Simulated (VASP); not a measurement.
# SnTe (F-43m) in VASP: a series of runs

One crystal, SnTe, is run at these levels: PBEsol; tasks: dielectric tensor.

Everything below comes from runs of VASP 6.6.1. Logs are shortened: lines on timing, memory, paths and dates and some standing lists are left out, and cuts for length are marked.

### Step 1. The crystal as given

It takes space group F-43m (No. 216, cubic). Conventional cell: a = 7.222 Å, b = 7.222 Å, c = 7.222 Å, α = 90.00°, β = 90.00°, γ = 90.00°. Te (site symmetry -43m) has 4 Sn at 3.13 Å as nearest neighbours. Sn (site symmetry -43m) has 4 Te at 3.13 Å as nearest neighbours.

Measurements of this composition are mostly on another form, of space group No. 225.

### Step 2. Dielectric tensor, PBEsol

INCAR

```
SYSTEM = SnTe
PREC = Accurate
ENCUT = 400
EDIFF = 1E-8
ISMEAR = 0
SIGMA = 0.01
LREAL = .FALSE.
LASPH = .TRUE.
NELM = 100
ALGO = Normal
ISIF = 2
LWAVE = .FALSE.
LCHARG = .FALSE.
GGA = PS
LEPSILON = .TRUE.
```

KPOINTS

```
regular mesh
0
G
  8 8 8
  0 0 0
```

POSCAR

```
SnTe
1.0
    0.0000000000      3.6111460000      3.6111460000
    3.6111460000      0.0000000000      3.6111460000
    3.6111460000      3.6111460000      0.0000000000
Te Sn
1 1
Direct
    0.2500000000      0.2500000000      0.2500000000
    0.0000000000      0.0000000000      0.0000000000
```

Potentials or basis: VASP PAW PBE potentials, release 64 (Te, Sn_d).

The run is started by

```
$ cat potpaw_PBE.64/Te/POTCAR potpaw_PBE.64/Sn_d/POTCAR > POTCAR
$ mpirun -np 1 vasp_std > vasp.out
```

OUTCAR:

```text
SYSTEM = SnTe
   PREC = Accurate
   ENCUT = 400
   EDIFF = 1E-8
   ISMEAR = 0
   LREAL = .FALSE.
   LASPH = .TRUE.
   NELM = 100
   ISIF = 2
   GGA = PS
   LEPSILON = .TRUE.

 Found     29 irreducible k-points:

 Following reciprocal coordinates:
            Coordinates               Weight
  0.000000  0.000000  0.000000      1.000000
  0.125000  0.000000  0.000000      8.000000
  0.250000  0.000000  0.000000      8.000000
  0.375000  0.000000  0.000000      8.000000
  0.500000  0.000000  0.000000      4.000000
  0.125000  0.125000  0.000000      6.000000
   k-points           NKPTS =     29   k-points in BZ     NKDIM =     29   number of bands    NBANDS=     14
   number of dos      NEDOS =    301   number of ions     NIONS =      2
   total plane-waves  NPLWV =  46656
   dimension x,y,z NGX =    36 NGY =   36 NGZ =   36
   dimension x,y,z NGXF=    72 NGYF=   72 NGZF=   72
   ions per type =               1   1
   NGX,Y,Z   is equivalent  to a cutoff of  11.72, 11.72, 11.72 a.u.
   NGXF,Y,Z  is equivalent  to a cutoff of  23.44, 23.44, 23.44 a.u.
 SYSTEM =  SnTe
   PREC   = accura    normal or accurate (medium, high low for compatibility)
   ISTART =      0    job   : 0-new  1-cont  2-samecut
   ICHARG =      2    charge: 1-file 2-atom 10-const
   ISPIN  =      1    spin polarized calculation?
   LNONCOLLINEAR =      F non collinear calculations
   LSORBIT =      F    spin-orbit coupling
   LASPH  =      T    aspherical Exc in radial PAW
   ENCUT  =  400.0 eV  29.40 Ry    5.42 a.u.   8.33  8.33  8.33*2*pi/ulx,y,z
   NELM   =    100;   NELMIN=  2; NELMDL= -5     # of ELM steps
   EDIFF  = 0.1E-07   stopping-criterion for ELM
   LREAL  =      F    real-space projection
   EDIFFG = 0.1E-06   stopping-criterion for IOM
   NSW    =      0    number of steps for IOM
   IBRION =     -1    ionic relax: 0-MD 1-quasi-New 2-CG
   NFREE  =      0    steps in history (QN), initial steepest desc. (CG)
   ISIF   =      2    stress and relaxation
   ISYM   =      2    0-nonsym 1-usesym 2-fastsym
   POTIM  = 0.5000    time-step for ionic-motion
   TEBEG  =    0.0;   TEEND  =   0.0 temperature during run
   PSTRESS=    0.0 pullay stress
   NELECT =      20.0000    total number of electrons
   NUPDOWN=      -1.0000    fix difference up-down
   EMIN   =  10.00;   EMAX   =-10.00  energy-range for DOS
   EFERMI =   0.00;   METHOD = LEGACY
   ISMEAR =     0;   SIGMA  =   0.01  broadening in eV -4-tet -1-fermi 0-gaus
   EFERMI_NEDOS =   21; number of points for ismear=-14 and -15
   IALGO  =     38    algorithm
[... 155 lines left out ...]
      1.80557      1.80557      1.80557        -0.000000     -0.000000     -0.000000
      0.00000      0.00000      0.00000         0.000000      0.000000      0.000000
 -----------------------------------------------------------------------------------
    total drift:                               -0.000000     -0.000000     -0.000000

  FREE ENERGIE OF THE ION-ELECTRON SYSTEM (eV)
  ---------------------------------------------------
  free  energy   TOTEN  =        -7.6022170301 eV

  energy  without entropy=       -7.6022098276  energy(sigma->0) =       -7.60221343

 HEAD OF MICROSCOPIC STATIC DIELECTRIC TENSOR (INDEPENDENT PARTICLE, excluding Hartree and local field effects)
 ------------------------------------------------------
          14.902998     0.000000    -0.000000
           0.000000    14.902998     0.000000
          -0.000000     0.000000    14.902998
 ------------------------------------------------------

 Free energy of the ion-electron system (eV)
  ---------------------------------------------------
  ---------------------------------------------------
  free energy    TOTEN  =        -3.45060405 eV

  energy without entropy =       -3.45060405

------------------------ aborting loop because EDIFF is reached ----------------------------------------

--------------------------------------- Ionic step        2  -------------------------------------------

------------------------ aborting loop because EDIFF is reached ----------------------------------------

--------------------------------------- Ionic step        3  -------------------------------------------

 Free energy of the ion-electron system (eV)
  ---------------------------------------------------
  ---------------------------------------------------
  free energy    TOTEN  =        -3.45069048 eV

  energy without entropy =       -3.45069048

------------------------ aborting loop because EDIFF is reached ----------------------------------------

 PIEZOELECTRIC TENSOR FIELD DIRECTION 3  (e Angst)
 -----------------------------------------------------------------------------
     0.00740 -5.59969  0.00000           ( -0.00000 -0.02695  0.00000)
    -5.59969  0.00740  0.00000           ( -0.02695 -0.00000  0.00000)
     0.00000  0.00000 -0.01484           (  0.00000  0.00000 -0.00000)

 PIEZOELECTRIC TENSOR FIELD DIRECTION 3  (C/m^2)
 -----------------------------------------------------------------------------
     0.00126 -0.95260  0.00000
    -0.95260  0.00126  0.00000
     0.00000  0.00000 -0.00252

 MACROSCOPIC STATIC DIELECTRIC TENSOR (including local field effects in DFT)
 ------------------------------------------------------
          13.490828     0.000000    -0.000000
           0.000000    13.490828    -0.000000
           0.000000    -0.000000    13.490828
 ------------------------------------------------------

 PIEZOELECTRIC TENSOR (including local field effects)  for field in x, y, z        (e  Angst)
          XX          YY          ZZ          XY          YZ          ZX
  --------------------------------------------------------------------------------
  x     0.00000     0.00000     0.00000    -0.00000    -5.58790     0.00000
  y     0.00000    -0.00000     0.00000     0.00000    -0.00000    -5.58790
  z     0.00000    -0.00000     0.00000    -5.58790    -0.00000     0.00000

 PIEZOELECTRIC TENSOR (including local field effects)  for field in x, y, z        (C/m^2)
          XX          YY          ZZ          XY          YZ          ZX
  --------------------------------------------------------------------------------
  x     0.00000     0.00000     0.00000    -0.00000    -0.95059     0.00000
  y     0.00000    -0.00000     0.00000     0.00000    -0.00000    -0.95059
  z     0.00000    -0.00000     0.00000    -0.95059    -0.00000     0.00000

 BORN EFFECTIVE CHARGES (including local field effects) (in |e|, cummulative output)
 ---------------------------------------------------------------------------------
 ion    1
    1    -2.15105     0.00000     0.00000
    2    -0.00000    -2.15105    -0.00000
    3    -0.00000    -0.00000    -2.15105
 ion    2
    1     2.15105     0.00000     0.00000
    2     0.00000     2.15105     0.00000
    3     0.00000     0.00000     2.15105
```

It took 5.4 min on 1 thread of Intel Xeon Platinum 8488C (Sapphire Rapids), shared host; peak memory 0.4 GiB.

These settings aren't checked as converged: the numbers below hold their error.

Results:

- Band gap on the k mesh: 0.03 eV, indirect (least direct gap 0.76 eV)
- Electronic dielectric tensor (diagonal): 13.49
- Born charges (mean of the diagonal): Te -2.15; Sn +2.15 e

Caveat: the gap is small at this level, which inflates the dielectric constant; the PAW data sets were made with another functional, which shifts forces and pressure a little; spin-orbit coupling is left out, which moves the levels of the heavy elements.

### Step 3. Dielectric tensor, PBEsol

Edit INCAR of step 2 so:

```diff
@@ -3,3 +3,3 @@
 ENCUT = 400
-EDIFF = 1E-8
+EDIFF = 1E-5
 ISMEAR = 0
```

KPOINTS is that of step 2.

POSCAR is that of step 2.

Potentials or basis: VASP PAW PBE potentials, release 64 (Te, Sn_d).

The run is started by

```
$ cat potpaw_PBE.64/Te/POTCAR potpaw_PBE.64/Sn_d/POTCAR > POTCAR
$ mpirun -np 1 vasp_std > vasp.out
```

OUTCAR:

```text
SYSTEM = SnTe
   PREC = Accurate
   ENCUT = 400
   EDIFF = 1E-5
   ISMEAR = 0
   LREAL = .FALSE.
   LASPH = .TRUE.
   NELM = 100
   ISIF = 2
   GGA = PS
   LEPSILON = .TRUE.

 Found     29 irreducible k-points:

 Following reciprocal coordinates:
            Coordinates               Weight
  0.000000  0.000000  0.000000      1.000000
  0.125000  0.000000  0.000000      8.000000
  0.250000  0.000000  0.000000      8.000000
  0.375000  0.000000  0.000000      8.000000
  0.500000  0.000000  0.000000      4.000000
  0.125000  0.125000  0.000000      6.000000
   k-points           NKPTS =     29   k-points in BZ     NKDIM =     29   number of bands    NBANDS=     14
   number of dos      NEDOS =    301   number of ions     NIONS =      2
   total plane-waves  NPLWV =  46656
   dimension x,y,z NGX =    36 NGY =   36 NGZ =   36
   dimension x,y,z NGXF=    72 NGYF=   72 NGZF=   72
   ions per type =               1   1
   NGX,Y,Z   is equivalent  to a cutoff of  11.72, 11.72, 11.72 a.u.
   NGXF,Y,Z  is equivalent  to a cutoff of  23.44, 23.44, 23.44 a.u.
 SYSTEM =  SnTe
   PREC   = accura    normal or accurate (medium, high low for compatibility)
   ISTART =      0    job   : 0-new  1-cont  2-samecut
   ICHARG =      2    charge: 1-file 2-atom 10-const
   ISPIN  =      1    spin polarized calculation?
   LNONCOLLINEAR =      F non collinear calculations
   LSORBIT =      F    spin-orbit coupling
   LASPH  =      T    aspherical Exc in radial PAW
   ENCUT  =  400.0 eV  29.40 Ry    5.42 a.u.   8.33  8.33  8.33*2*pi/ulx,y,z
   NELM   =    100;   NELMIN=  2; NELMDL= -5     # of ELM steps
   EDIFF  = 0.1E-04   stopping-criterion for ELM
   LREAL  =      F    real-space projection
   EDIFFG = 0.1E-03   stopping-criterion for IOM
   NSW    =      0    number of steps for IOM
   IBRION =     -1    ionic relax: 0-MD 1-quasi-New 2-CG
   NFREE  =      0    steps in history (QN), initial steepest desc. (CG)
   ISIF   =      2    stress and relaxation
   ISYM   =      2    0-nonsym 1-usesym 2-fastsym
   POTIM  = 0.5000    time-step for ionic-motion
   TEBEG  =    0.0;   TEEND  =   0.0 temperature during run
   PSTRESS=    0.0 pullay stress
   NELECT =      20.0000    total number of electrons
   NUPDOWN=      -1.0000    fix difference up-down
   EMIN   =  10.00;   EMAX   =-10.00  energy-range for DOS
   EFERMI =   0.00;   METHOD = LEGACY
   ISMEAR =     0;   SIGMA  =   0.01  broadening in eV -4-tet -1-fermi 0-gaus
   EFERMI_NEDOS =   21; number of points for ismear=-14 and -15
   IALGO  =     38    algorithm
   IMIX   =      4    mixing-type and parameters
     AMIX     =   0.40;   BMIX     =  1.00
     AMIX_MAG =   1.60;   BMIX_MAG =  1.00
  volume/ion in A,a.u.               =      47.09       317.78
  Fermi-wavevector in a.u.,A,eV,Ry     =   0.976704  1.845704 12.979296  0.953951
  Thomas-Fermi vector in A             =   2.107344
   LORBIT       =      0    0 simple, 1 ext, 2 COOP (PROOUT), +10 PAW based schemes
   GGA     = PS    functional components
   LHFCALC =     F    Hartree Fock is set to
   AEXX    =    0.0000 exact exchange contribution
   IVDW    =     0    specifies the selected vdW correction
   LEPSILON=     T    determine dielectric tensor
   LRPA    =     F    only Hartree local field effects (RPA)
 non-spin polarized calculation
 Gauss-broadening in eV      SIGMA  =   0.01
  energy-cutoff  :      400.00
[... 117 lines left out ...]

 [... further k-points ...]

  FORCE on cell =-STRESS in cart. coord.  units (eV):
  Direction    XX          YY          ZZ          XY          YZ          ZX
  --------------------------------------------------------------------------------------
  -------------------------------------------------------------------------------------
  Total       -0.8109442     -0.8109442     -0.8109442      0.0000000      0.0000000      0.0000000
  in kB      -13.7954669    -13.7954669    -13.7954669      0.0000000      0.0000000      0.0000000
  external PRESSURE =     -13.7954669 kB  Pullay stress =       0.0000000 kB

 VOLUME and BASIS-vectors are now :
 -----------------------------------------------------------------------------
  energy-cutoff  :      400.00
  volume of cell :       94.18
      direct lattice vectors                 reciprocal lattice vectors
     0.000000000  3.611146000  3.611146000    -0.138460201  0.138460201  0.138460201
     3.611146000  0.000000000  3.611146000     0.138460201 -0.138460201  0.138460201
     3.611146000  3.611146000  0.000000000     0.138460201  0.138460201 -0.138460201

 POSITION                                       TOTAL-FORCE (eV/Angst)
 -----------------------------------------------------------------------------------
      1.80557      1.80557      1.80557        -0.000000     -0.000000     -0.000000
      0.00000      0.00000      0.00000         0.000000      0.000000      0.000000
 -----------------------------------------------------------------------------------
    total drift:                               -0.000000     -0.000000     -0.000000

  FREE ENERGIE OF THE ION-ELECTRON SYSTEM (eV)
  ---------------------------------------------------
  free  energy   TOTEN  =        -7.6022140286 eV

  energy  without entropy=       -7.6022064906  energy(sigma->0) =       -7.60221026

 HEAD OF MICROSCOPIC STATIC DIELECTRIC TENSOR (INDEPENDENT PARTICLE, excluding Hartree and local field effects)
 ------------------------------------------------------
          14.903580    -0.000000     0.000000
           0.000000    14.903580     0.000000
          -0.000000    -0.000000    14.903580
 ------------------------------------------------------

 Free energy of the ion-electron system (eV)
  ---------------------------------------------------
  ---------------------------------------------------
  free energy    TOTEN  =        -3.45075532 eV

  energy without entropy =       -3.45075532

------------------------ aborting loop because EDIFF is reached ----------------------------------------

--------------------------------------- Ionic step        2  -------------------------------------------

------------------------ aborting loop because EDIFF is reached ----------------------------------------

--------------------------------------- Ionic step        3  -------------------------------------------

 Free energy of the ion-electron system (eV)
  ---------------------------------------------------
  ---------------------------------------------------
  free energy    TOTEN  =        -3.45084362 eV

  energy without entropy =       -3.45084362

------------------------ aborting loop because EDIFF is reached ----------------------------------------

 PIEZOELECTRIC TENSOR FIELD DIRECTION 3  (e Angst)
 -----------------------------------------------------------------------------
     0.00741 -5.59951  0.00000           ( -0.00000 -0.02695  0.00000)
    -5.59951  0.00741  0.00000           ( -0.02695 -0.00000  0.00000)
     0.00000  0.00000 -0.01484           (  0.00000  0.00000 -0.00000)

 PIEZOELECTRIC TENSOR FIELD DIRECTION 3  (C/m^2)
 -----------------------------------------------------------------------------
     0.00126 -0.95257  0.00000
    -0.95257  0.00126  0.00000
     0.00000  0.00000 -0.00252

 MACROSCOPIC STATIC DIELECTRIC TENSOR (including local field effects in DFT)
 ------------------------------------------------------
          13.491385     0.000000     0.000000
          -0.000000    13.491385     0.000000
          -0.000000    -0.000000    13.491385
 ------------------------------------------------------

 PIEZOELECTRIC TENSOR (including local field effects)  for field in x, y, z        (e  Angst)
          XX          YY          ZZ          XY          YZ          ZX
  --------------------------------------------------------------------------------
  x     0.00000     0.00000     0.00000     0.00000    -5.58772     0.00000
  y    -0.00000    -0.00000    -0.00000     0.00000     0.00000    -5.58772
  z     0.00000     0.00000     0.00000    -5.58772     0.00000     0.00000

 PIEZOELECTRIC TENSOR (including local field effects)  for field in x, y, z        (C/m^2)
          XX          YY          ZZ          XY          YZ          ZX
  --------------------------------------------------------------------------------
  x     0.00000     0.00000     0.00000     0.00000    -0.95056     0.00000
  y    -0.00000    -0.00000    -0.00000     0.00000     0.00000    -0.95056
  z     0.00000     0.00000     0.00000    -0.95056     0.00000     0.00000

 BORN EFFECTIVE CHARGES (including local field effects) (in |e|, cummulative output)
 ---------------------------------------------------------------------------------
 ion    1
    1    -2.15086     0.00000     0.00000
    2     0.00000    -2.15086     0.00000
    3     0.00000     0.00000    -2.15086
 ion    2
    1     2.15086     0.00000     0.00000
    2     0.00000     2.15086     0.00000
    3     0.00000     0.00000     2.15086
```

Run time: 3.8 min. Hardware: 1 thread of Intel Xeon Platinum 8488C (Sapphire Rapids), shared host; peak memory 0.4 GiB.

The run converged, but some of its settings lie outside the range that counts as converged, so its numbers aren't taken as properties of the crystal.

Results:

- Band gap on the k mesh: 0.03 eV, indirect (least direct gap 0.76 eV)
- Electronic dielectric tensor (diagonal): 13.49
- Born charges (mean of the diagonal): Te -2.15; Sn +2.15 e

Caveat: the gap is small at this level, which inflates the dielectric constant; the PAW data sets were made with another functional, which shifts forces and pressure a little; spin-orbit coupling is left out, which moves the levels of the heavy elements.
